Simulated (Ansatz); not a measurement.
LaAlO3 (cubic perovskite)

```
LaAlO3
1.0
    3.77167     0.00000     0.00000
    0.00000     3.77167     0.00000
    0.00000     0.00000     3.77167
La Al O
1 1 3
Direct
  0.00000   0.00000   0.00000
  0.50000   0.50000   0.50000
  0.00000   0.50000   0.50000
  0.50000   0.50000   0.00000
  0.50000   0.00000   0.50000
```

The slice is a {100} plane (indices of the conventional cell) through the point (0.000, 0.000, 0.000) (fractional), spanned by u = [100] and v = [010] in vectors of this cell: u (3.77 Å) and v (3.77 Å, at 90° to u). It covers one period; positions are fractions (u, v).

Level of theory: PBEsol (plane waves to 420 eV, PAW, scalar-relativistic; Ansatz, an electronic-structure program). k mesh 9×9×9. These are valence fields of a PAW run, semicore shells included where kept as valence: close to a nucleus they are smooth pseudo fields. LaAlO3 is run without spin polarisation. LaAlO3 was relaxed with its symmetry unable to fall. This is a high-temperature form of LaAlO3.

Question: Predict the map of the electrostatic potential energy of an electron, from the cell's mean on the slice.

Answer: 
```
|xxxxxxx0000035778775300000xxxxxx|
|xxxxxxx0000146788876410000xxxxxx|
|xxxxxxx0000246788876420000xxxxxx|
|xxxxxx000003578898875300000xxxxx|
|xxxxx00000146789998764100000xxxx|
|xxxx0000003578999998753000000xxx|
|00000000025689999999865200000000|
|00000000246788899988876420000000|
|00000002467889988899887642000000|
|0000013567788xxxxxxx887765310000|
|001234567887xxxxxxxxx78876543210|
|33445678888xxxxxxxxxxx8888765443|
|5566778989xxxxxxxxxxxxx989877665|
|7777889989xxxxxxxxxxxxx989988777|
|7788899998xxxxxxxxxxxxx899998887|
|8888999998xxxxxxxxxxxxx899999888|
|7788899998xxxxxxxxxxxxx899998887|
|7777889989xxxxxxxxxxxxx989988777|
|5566778989xxxxxxxxxxxxx989877665|
|33445678888xxxxxxxxxxx8888765443|
|001234567887xxxxxxxxx78876543210|
|0000013567788xxxxxxx887765310000|
|00000002467889988899887642000000|
|00000000246788899988876420000000|
|00000000025689999999865200000000|
|xxxx0000003578999998753000000xxx|
|xxxxx00000146789998764100000xxxx|
|xxxxxx000003578898875300000xxxxx|
|xxxxxxx0000246788876420000xxxxxx|
|xxxxxxx0000146788876410000xxxxxx|
|xxxxxxx0000035778775300000xxxxxx|
|xxxxxxx0000035778775300000xxxxxx|
```
Scale: ten equal steps from 1.00 (start of '0') to 9.68 (end of '9'), in the order '0123456789'. Values: electrostatic potential energy of an electron, from the cell's mean, in eV. The map has 32 points along u (one character each, u = 0 at the left) and 32 along v (v = 0 in the bottom row). Points within 0.8 Å of a nucleus are blanked (x), as the pseudised field means little there. Values under 1 eV are set to 1. The zero, the cell's mean, hangs on the PAW cores.
